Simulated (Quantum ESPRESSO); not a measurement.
# Re (P6_3/mmc) in Quantum ESPRESSO: equation of state

Aim: energy against volume of Re in PBEsol, for its equilibrium volume and stiffness.

All numbers are computed with Quantum ESPRESSO 7.5; they aren't measurements. Logs are shortened: lines on timing, memory, paths and dates and some standing lists are left out, and cuts for length are marked.

### Step 1. The crystal as given

It takes space group P6_3/mmc (No. 194, hexagonal). Conventional cell: a = 2.766 Å, b = 2.766 Å, c = 8.939 Å, α = 90.00°, β = 90.00°, γ = 120.00°. Re (site symmetry -6m2) has 12 Re at 2.75 to 2.77 Å as nearest neighbours. Re (site symmetry -3m) is surrounded by 12 Re at 2.75 to 2.77 Å.

### Step 2. Single point, PBEsol, 13.92 Å³/atom

Input file pw.in:

```
&CONTROL
  calculation = 'scf'
  prefix = 'pwscf'
  outdir = './tmp'
  pseudo_dir = './pseudo'
  tprnfor = .true.
  tstress = .true.
  disk_io = 'nowf'
/
&SYSTEM
  ibrav = 0
  nat = 4
  ntyp = 1
  ecutwfc = 45
  ecutrho = 360
  nbnd = 40
  occupations = 'smearing'
  smearing = 'fd'
  degauss = 0.00367493
/
&ELECTRONS
  conv_thr = 8d-10
  electron_maxstep = 120
  mixing_beta = 0.5
/
ATOMIC_SPECIES
Re   186.2070 re_pbesol_v1.2.uspp.F.UPF
CELL_PARAMETERS angstrom
   2.7099146624    0.0000000000    0.0000000000
  -1.3549573311    2.3468549397    0.0000000000
   0.0000000000    0.0000000000    8.7563685467
ATOMIC_POSITIONS crystal
Re     0.6666666667    0.3333333333    0.7500000000
Re     0.0000000000    0.0000000000    0.5000000000
Re     0.3333333333    0.6666666667    0.2500000000
Re     0.0000000000    0.0000000000    0.0000000000
K_POINTS automatic
11 11 3 0 0 0
```

Potentials or basis: GBRV 1.5 PBEsol.

On the command line:

```console
> OMP_NUM_THREADS=1 mpirun -n 2 pw.x -nk 2 -in pw.in > pw.out
```

pw.out:

```text
This program is part of the open-source Quantum ESPRESSO suite
     for quantum simulation of materials; please cite
         "P. Giannozzi et al., J. Phys.:Condens. Matter 21 395502 (2009);
         "P. Giannozzi et al., J. Phys.:Condens. Matter 29 465901 (2017);
         "P. Giannozzi et al., J. Chem. Phys. 152 154105 (2020);
     in publications or presentations arising from this work. More details at

     Message from routine setup:
     using ibrav=0 with symmetry is DISCOURAGED, use correct ibrav instead

     K-points division:     npool     =       2
     Subspace diagonalization in iterative solution of the eigenvalue problem:
     a serial algorithm will be used

     G-vector sticks info
     --------------------
     sticks:   dense  smooth     PW     G-vecs:    dense   smooth      PW
     Sum         649     313    109                43419    15203    2643

     Using Slab Decomposition

     bravais-lattice index     =            0
     lattice parameter (alat)  =       5.1210  a.u.
     unit-cell volume          =     375.8049 (a.u.)^3
     number of atoms/cell      =            4
     number of atomic types    =            1
     number of electrons       =        60.00
     number of Kohn-Sham states=           40
     kinetic-energy cutoff     =      45.0000  Ry
     charge density cutoff     =     360.0000  Ry
     scf convergence threshold =      8.0E-10
     mixing beta               =       0.5000
     number of iterations used =            8  plain     mixing
     Exchange-correlation= SLA  PW   PSX  PSC
                           (   1   4  10   8   0   0   0)

     celldm(1)=   5.120997  celldm(2)=   0.000000  celldm(3)=   0.000000
     celldm(4)=   0.000000  celldm(5)=   0.000000  celldm(6)=   0.000000

     crystal axes: (cart. coord. in units of alat)
               a(1) = (   1.000000   0.000000   0.000000 )
               a(2) = (  -0.500000   0.866025   0.000000 )
               a(3) = (   0.000000   0.000000   3.231234 )

     reciprocal axes: (cart. coord. in units 2 pi/alat)
               b(1) = (  1.000000  0.577350 -0.000000 )
               b(2) = (  0.000000  1.154701  0.000000 )
               b(3) = (  0.000000 -0.000000  0.309479 )

     PseudoPot. # 1 for Re read from file:
     re_pbesol_v1.2.uspp.F.UPF
     Pseudo is Ultrasoft + core correction, Zval = 15.0
     Generated by new atomic code, or converted to UPF format
     Using radial grid of  981 points,  8 beta functions with:
                l(1) =   0
                l(2) =   0
                l(3) =   1
                l(4) =   1
                l(5) =   2
                l(6) =   2
                l(7) =   3
                l(8) =   3
     Q(r) pseudized with  8 coefficients,  rinner =    1.150   1.150   1.150
                                                       1.150   1.150   1.150
                                                       1.150

     atomic species   valence    mass     pseudopotential
     Re               15.00   186.20700     Re( 1.00)

     24 Sym. Ops., with inversion, found (12 have fractional translation)

   Cartesian axes

     site n.     atom                  positions (alat units)
         1        Re     tau(   1) = (   0.5000000   0.2886751   2.4234255  )
         2        Re     tau(   2) = (   0.0000000   0.0000000   1.6156170  )
         3        Re     tau(   3) = (  -0.0000000   0.5773503   0.8078085  )
         4        Re     tau(   4) = (   0.0000000   0.0000000   0.0000000  )

     number of k points=    32  Fermi-Dirac smearing, width (Ry)=  0.0037
                       cart. coord. in units 2pi/alat
        k(    1) = (   0.0000000   0.0000000   0.0000000), wk =   0.0055096
        k(    2) = (   0.0000000   0.0000000   0.1031598), wk =   0.0110193
        k(    3) = (   0.0000000   0.1049728   0.0000000), wk =   0.0330579
        k(    4) = (   0.0000000   0.1049728   0.1031598), wk =   0.0661157
        k(    5) = (   0.0000000   0.2099456   0.0000000), wk =   0.0330579
        k(    6) = (   0.0000000   0.2099456   0.1031598), wk =   0.0661157
[... 24 lines left out ...]
        k(   31) = (   0.2727273   0.5773503   0.0000000), wk =   0.0330579
        k(   32) = (   0.2727273   0.5773503   0.1031598), wk =   0.0661157

     Dense  grid:    43419 G-vectors     FFT dimensions: (  32,  32, 100)

     Smooth grid:    15203 G-vectors     FFT dimensions: (  24,  24,  72)

     Initial potential from superposition of free atoms

     starting charge      57.9998, renormalised to      60.0000

     negative rho (up, down):  5.544E-01 0.000E+00
     Starting wfcs are   52 randomized atomic wfcs

     Self-consistent Calculation

     iteration #  1     ecut=    45.00 Ry     beta= 0.50
     Davidson diagonalization with overlap
     ethr =  1.00E-02,  avg # of iterations =  2.0

     negative rho (up, down):  5.680E-01 0.000E+00

     total energy              =    -761.41058388 Ry
     estimated scf accuracy    <       0.67065317 Ry

     iteration #  2     ecut=    45.00 Ry     beta= 0.50
     Davidson diagonalization with overlap
     ethr =  1.12E-03,  avg # of iterations =  2.0

     negative rho (up, down):  5.702E-01 0.000E+00

     total energy              =    -761.48970904 Ry
     estimated scf accuracy    <       0.02139022 Ry

     iteration #  3     ecut=    45.00 Ry     beta= 0.50
     Davidson diagonalization with overlap
     ethr =  3.57E-05,  avg # of iterations =  2.3

     negative rho (up, down):  5.699E-01 0.000E+00

     total energy              =    -761.49581037 Ry
     estimated scf accuracy    <       0.02470609 Ry

     iteration #  4     ecut=    45.00 Ry     beta= 0.50
     Davidson diagonalization with overlap
     ethr =  3.57E-05,  avg # of iterations =  1.1

     negative rho (up, down):  5.687E-01 0.000E+00

     total energy              =    -761.49817666 Ry
     estimated scf accuracy    <       0.00073816 Ry

     iteration #  5     ecut=    45.00 Ry     beta= 0.50
     Davidson diagonalization with overlap
     ethr =  1.23E-06,  avg # of iterations =  2.3

     negative rho (up, down):  5.690E-01 0.000E+00

     total energy              =    -761.49832168 Ry
     estimated scf accuracy    <       0.00028166 Ry
[... 10 lines left out ...]
     iteration #  7     ecut=    45.00 Ry     beta= 0.50
     Davidson diagonalization with overlap
     ethr =  2.33E-09,  avg # of iterations =  3.8

     negative rho (up, down):  5.690E-01 0.000E+00

     total energy              =    -761.49838030 Ry
     estimated scf accuracy    <       0.00000031 Ry

     iteration #  8     ecut=    45.00 Ry     beta= 0.50
     Davidson diagonalization with overlap
     ethr =  5.17E-10,  avg # of iterations =  2.0

     negative rho (up, down):  5.690E-01 0.000E+00

     total energy              =    -761.49838037 Ry
     estimated scf accuracy    <          2.5E-09 Ry

     iteration #  9     ecut=    45.00 Ry     beta= 0.50
     Davidson diagonalization with overlap
     ethr =  4.19E-12,  avg # of iterations =  3.5

     negative rho (up, down):  5.690E-01 0.000E+00

     total energy              =    -761.49838037 Ry
     estimated scf accuracy    <          9.7E-10 Ry

     iteration # 10     ecut=    45.00 Ry     beta= 0.50
     Davidson diagonalization with overlap
     ethr =  1.61E-12,  avg # of iterations =  2.0

     negative rho (up, down):  5.690E-01 0.000E+00

     End of self-consistent calculation

          k = 0.0000 0.0000 0.0000 (  1955 PWs)   bands (ev):

   -54.0214 -53.9579 -53.9246 -53.8603 -16.6447 -15.9660 -15.8725 -15.3533
   -15.3533 -15.2557 -15.2557 -15.2440 -15.2440 -15.1446 -15.1446 -15.1350
    15.5434  17.9671  18.0513  18.7743  23.1747  23.2735  23.7865  23.7865
    23.8224  23.8224  24.1094  24.5518  24.5518  24.6768  24.6768  26.5344
    26.5785  26.5785  27.5150  27.5150  28.6411  28.6411  30.0063  30.0063

          k = 0.0000 0.0000 0.1032 (  1955 PWs)   bands (ev):

   -54.0112 -53.9839 -53.8984 -53.8707 -16.5509 -16.2907 -15.5332 -15.3396
   -15.3396 -15.3021 -15.3021 -15.2436 -15.1972 -15.1972 -15.1588 -15.1588
    15.8972  16.8501  18.6960  18.7996  23.3946  23.8775  23.9018  23.9018
    23.9468  23.9468  24.0448  24.3618  24.3618  24.4555  24.4555  25.6321
    26.9001  26.9001  27.3858  27.3858  28.9379  28.9379  29.6409  29.6409

          k = 0.0000 0.1050 0.0000 (  1943 PWs)   bands (ev):

   -54.0111 -53.9504 -53.9170 -53.8555 -16.6069 -15.9767 -15.8870 -15.4417
   -15.3820 -15.3219 -15.3086 -15.2768 -15.2649 -15.2358 -15.1576 -15.1505
    15.9074  18.3048  18.3849  19.1188  22.7091  23.0137  23.4748  23.4958
    23.8572  24.0595  24.0780  24.6681  24.8345  24.8752  24.9693  25.4336
    26.1730  26.3520  27.7214  27.9903  28.5737  28.7040  30.0774  31.1690

          k = 0.0000 0.1050 0.1032 (  1951 PWs)   bands (ev):

   -54.0013 -53.9751 -53.8921 -53.8655 -16.5193 -16.2769 -15.5772 -15.4237
   -15.3824 -15.3673 -15.3269 -15.3151 -15.2462 -15.2143 -15.1884 -15.1729
    16.2496  17.1807  19.0567  19.1517  23.0836  23.1972  23.3333  23.9451
    24.0317  24.1578  24.1993  24.2501  24.5239  24.6040  24.7210  25.1149
    26.5901  26.6430  27.3574  27.4024  29.0172  29.4582  29.7427  30.5659

          k = 0.0000 0.2099 0.0000 (  1941 PWs)   bands (ev):

   -53.9830 -53.9302 -53.8966 -53.8432 -16.5008 -16.0343 -15.9663 -15.6653
   -15.5149 -15.4670 -15.4559 -15.4065 -15.3329 -15.3206 -15.1955 -15.1948
    16.8984  19.0927  19.1503  19.9557  21.9833  22.4300  22.7305  22.8566
    23.3908  24.1923  24.5460  24.5886  24.8627  25.4745  25.5863  25.6562
    25.7986  25.8237  27.9244  28.4809  28.7997  28.9948  30.2688  33.2750

          k = 0.0000 0.2099 0.1032 (  1925 PWs)   bands (ev):

   -53.9742 -53.9511 -53.8755 -53.8520 -16.4345 -16.2528 -15.7590 -15.6237
   -15.6066 -15.5118 -15.4388 -15.3919 -15.3285 -15.2609 -15.2338 -15.2126
    17.1929  18.0138  19.8927  20.0198  22.1257  22.4475  22.5836  23.1165
    23.7169  23.8719  24.4245  24.6596  24.8248  24.9880  25.1541  25.5516
    26.3631  26.5446  27.3564  27.5314  29.1482  29.9415  30.5170  32.2079
[... 179 lines left out ...]
   -53.8649 -53.8566 -53.8225 -53.8142 -16.3623 -16.3619 -16.2318 -16.0906
   -16.0752 -15.9873 -15.7522 -15.7387 -15.6825 -15.5610 -15.4729 -15.3779
    20.2625  20.3563  20.5996  21.0958  21.5201  21.7393  22.0839  22.6191
    22.6606  23.2240  23.6955  23.9977  25.4721  25.5771  27.3419  27.8070
    27.9913  29.7571  30.1352  30.1766  32.6411  33.7035  34.1677  34.4268

          k = 0.2727 0.4724 0.1032 (  1912 PWs)   bands (ev):

   -53.8631 -53.8590 -53.8201 -53.8160 -16.3447 -16.3169 -16.2876 -16.2016
   -15.9619 -15.9507 -15.8034 -15.7587 -15.6577 -15.5696 -15.4419 -15.3993
    20.2857  20.4499  20.5294  20.8888  21.6814  21.7888  21.9834  22.1626
    23.2043  23.5107  23.8312  23.8363  25.4749  25.5025  26.9112  27.1935
    28.5173  29.4596  30.4733  30.5570  32.7435  33.1319  34.5015  34.9956

          k = 0.2727 0.5774 0.0000 (  1898 PWs)   bands (ev):

   -53.8534 -53.8516 -53.8174 -53.8156 -16.3528 -16.3296 -16.1874 -16.1577
   -16.1203 -15.9979 -15.8695 -15.7503 -15.7105 -15.5633 -15.5319 -15.3701
    20.2562  20.5571  20.9963  21.2992  21.4078  21.6661  21.8618  22.2235
    22.8843  23.4643  23.6285  24.2747  25.6036  26.0367  27.2413  28.0496
    28.8917  29.2426  29.5964  29.7701  32.8534  33.1387  33.8776  35.3872

          k = 0.2727 0.5774 0.1032 (  1913 PWs)   bands (ev):

   -53.8530 -53.8521 -53.8170 -53.8161 -16.3288 -16.3237 -16.2436 -16.1750
   -16.0295 -16.0149 -15.9120 -15.8277 -15.6129 -15.5536 -15.5005 -15.4193
    20.3194  20.4039  21.0325  21.0736  21.5290  21.7353  21.9417  22.2012
    23.2746  23.5384  23.6151  23.9960  25.6575  25.8773  27.0632  27.4270
    29.1558  29.4630  29.7210  29.9687  33.1559  33.6547  34.2563  34.7260

     the Fermi energy is    25.8943 ev

!    total energy              =    -761.49838037 Ry
     estimated scf accuracy    <          2.1E-10 Ry
     smearing contrib. (-TS)   =      -0.00173004 Ry
     internal energy E=F+TS    =    -761.49665033 Ry

     The total energy is F=E-TS. E is the sum of the following terms:
     one-electron contribution =     -50.43299825 Ry
     hartree contribution      =      69.90431543 Ry
     xc contribution           =    -209.18462773 Ry
     ewald contribution        =    -571.78333978 Ry

     convergence has been achieved in  10 iterations

     negative rho (up, down):  5.690E-01 0.000E+00

     Forces acting on atoms (cartesian axes, Ry/au):

     atom    1 type  1   force =     0.00000000    0.00000000    0.00000000
     atom    2 type  1   force =     0.00000000    0.00000000   -0.00000000
     atom    3 type  1   force =     0.00000000    0.00000000   -0.00000000
     atom    4 type  1   force =     0.00000000   -0.00000000    0.00000000

     Total force =     0.000000     Total SCF correction =     0.000000

     Computing stress (Cartesian axis) and pressure

     negative rho (up, down):  5.690E-01 0.000E+00
          total   stress  (Ry/bohr**3)                   (kbar)     P=      188.33
   0.00127728  -0.00000000  -0.00000000          187.89       -0.00       -0.00
  -0.00000000   0.00127728   0.00000000           -0.00      187.89        0.00
  -0.00000000   0.00000000   0.00128623           -0.00        0.00      189.21

=------------------------------------------------------------------------------=
   JOB DONE.
=------------------------------------------------------------------------------=
```

Wall time 22 s (2 MPI ranks of Intel Xeon 6975P-C (Granite Rapids), shared host); peak memory 0.56 GiB.

Results:

| Property | Result |
| --- | --- |
| Free energy | -10360.7133 eV |
| Pressure | 18.8 GPa |
| Band gap on the k mesh | none (metal or under the smearing width) |

### Step 3. Single point, PBEsol, 14.22 Å³/atom

pw.in, as its differences from that of step 2:

```diff
@@ -28,5 +28,5 @@
 CELL_PARAMETERS angstrom
-   2.7099146624    0.0000000000    0.0000000000
-  -1.3549573311    2.3468549397    0.0000000000
-   0.0000000000    0.0000000000    8.7563685467
+   2.7289991972    0.0000000000    0.0000000000
+  -1.3644995986    2.3633826317    0.0000000000
+   0.0000000000    0.0000000000    8.8180351457
 ATOMIC_POSITIONS crystal
```

Potentials or basis: GBRV 1.5 PBEsol.

On the command line:

```console
> OMP_NUM_THREADS=1 mpirun -n 2 pw.x -nk 2 -in pw.in > pw.out
```

Wall time 23 s (2 MPI ranks of Intel Xeon 6975P-C (Granite Rapids), shared host); peak memory 0.56 GiB.

Results (log left out):

```
Free energy            : -10360.8184 eV
Pressure               : 9.3 GPa
Band gap on the k mesh : none (metal or under the smearing width)
```

### Step 4. Single point, PBEsol, 14.51 Å³/atom

pw.in, as its differences from that of step 3:

```diff
@@ -28,5 +28,5 @@
 CELL_PARAMETERS angstrom
-   2.7289991972    0.0000000000    0.0000000000
-  -1.3644995986    2.3633826317    0.0000000000
-   0.0000000000    0.0000000000    8.8180351457
+   2.7478204761    0.0000000000    0.0000000000
+  -1.3739102380    2.3796823373    0.0000000000
+   0.0000000000    0.0000000000    8.8788511029
 ATOMIC_POSITIONS crystal
```

On the command line:

```console
> OMP_NUM_THREADS=1 mpirun -n 2 pw.x -nk 2 -in pw.in > pw.out
```

Run time: 23 s. Hardware: 2 MPI ranks of Intel Xeon 6975P-C (Granite Rapids), shared host; peak memory 0.58 GiB.

Results (log left out):

| Quantity | Value |
| --- | --- |
| Free energy | -10360.8568 eV |
| Pressure | 0.8 GPa |
| Band gap on the k mesh | none (metal or under the smearing width) |

### Step 5. Single point, PBEsol, 14.81 Å³/atom

pw.in, as its differences from that of step 4:

```diff
@@ -28,5 +28,5 @@
 CELL_PARAMETERS angstrom
-   2.7478204761    0.0000000000    0.0000000000
-  -1.3739102380    2.3796823373    0.0000000000
-   0.0000000000    0.0000000000    8.8788511029
+   2.7663873939    0.0000000000    0.0000000000
+  -1.3831936969    2.3957617598    0.0000000000
+   0.0000000000    0.0000000000    8.9388451600
 ATOMIC_POSITIONS crystal
```

On the command line:

```console
> OMP_NUM_THREADS=1 mpirun -n 2 pw.x -nk 2 -in pw.in > pw.out
```

It took 23 s on 2 MPI ranks of Intel Xeon 6975P-C (Granite Rapids), shared host; peak memory 0.6 GiB.

It converged, with:

| Quantity | Value |
| --- | --- |
| Free energy | -10360.8355 eV |
| Pressure | -6.8 GPa |
| Band gap on the k mesh | none (metal or under the smearing width) |

### Step 6. Single point, PBEsol, 15.11 Å³/atom

pw.in, as its differences from that of step 5:

```diff
@@ -28,5 +28,5 @@
 CELL_PARAMETERS angstrom
-   2.7663873939    0.0000000000    0.0000000000
-  -1.3831936969    2.3957617598    0.0000000000
-   0.0000000000    0.0000000000    8.9388451600
+   2.7847083741    0.0000000000    0.0000000000
+  -1.3923541870    2.4116281941    0.0000000000
+   0.0000000000    0.0000000000    8.9980445353
 ATOMIC_POSITIONS crystal
```

Potentials or basis: GBRV 1.5 PBEsol.

On the command line:

```console
> OMP_NUM_THREADS=1 mpirun -n 2 pw.x -nk 2 -in pw.in > pw.out
```

It took 23 s on 2 MPI ranks of Intel Xeon 6975P-C (Granite Rapids), shared host; peak memory 0.6 GiB.

Results (log left out):

- Free energy: -10360.7605 eV
- Pressure: -13.7 GPa
- Band gap on the k mesh: none (metal or under the smearing width)

### Step 7. Single point, PBEsol, 15.40 Å³/atom

pw.in, as its differences from that of step 6:

```diff
@@ -28,5 +28,5 @@
 CELL_PARAMETERS angstrom
-   2.7847083741    0.0000000000    0.0000000000
-  -1.3923541870    2.4116281941    0.0000000000
-   0.0000000000    0.0000000000    8.9980445353
+   2.8027914027    0.0000000000    0.0000000000
+  -1.4013957013    2.4272885563    0.0000000000
+   0.0000000000    0.0000000000    9.0564750331
 ATOMIC_POSITIONS crystal
```

On the command line:

```console
> OMP_NUM_THREADS=1 mpirun -n 2 pw.x -nk 2 -in pw.in > pw.out
```

It took 23 s on 2 MPI ranks of Intel Xeon 6975P-C (Granite Rapids), shared host; peak memory 0.6 GiB.

The run converged. Its results:

| Item | Value |
| --- | --- |
| Free energy | -10360.6375 eV |
| Pressure | -19.8 GPa |
| Band gap on the k mesh | none (metal or under the smearing width) |

### Step 8. Single point, PBEsol, 15.70 Å³/atom

pw.in, as its differences from that of step 7:

```diff
@@ -28,5 +28,5 @@
 CELL_PARAMETERS angstrom
-   2.8027914027    0.0000000000    0.0000000000
-  -1.4013957013    2.4272885563    0.0000000000
-   0.0000000000    0.0000000000    9.0564750331
+   2.8206440586    0.0000000000    0.0000000000
+  -1.4103220293    2.4427494098    0.0000000000
+   0.0000000000    0.0000000000    9.1141611428
 ATOMIC_POSITIONS crystal
```

On the command line:

```console
> OMP_NUM_THREADS=1 mpirun -n 2 pw.x -nk 2 -in pw.in > pw.out
```

It took 24 s on 2 MPI ranks of Intel Xeon 6975P-C (Granite Rapids), shared host; peak memory 0.62 GiB.

The run converged. Its results:

```
Free energy            : -10360.4717 eV
Pressure               : -25.3 GPa
Band gap on the k mesh : none (metal or under the smearing width)
```

### Step 9. Equation of state, PBEsol

Potentials or basis: GBRV 1.5 PBEsol.

This step only gathers the single runs of the series.

What came out:

| Item | Value |
| --- | --- |
| Equilibrium volume | 14.55 Å³/atom |
| Bulk modulus at fixed shape and positions | 391 GPa |
| Pressure derivative of the bulk modulus | 4.4 |

Energy against volume, from the lowest point:
```
volume (Å³/atom)  energy (meV/atom)
          13.922              35.88
          14.218               9.61
          14.515               0.00
          14.811               5.34
          15.107              24.08
          15.403              54.82
          15.699              96.27
```

Caveat: the cell was scaled at fixed shape and fractional positions, which overstates the stiffness of a crystal with free parameters, most of all of layers and chains. Spin-orbit coupling is left out, which matters for the levels of Re.
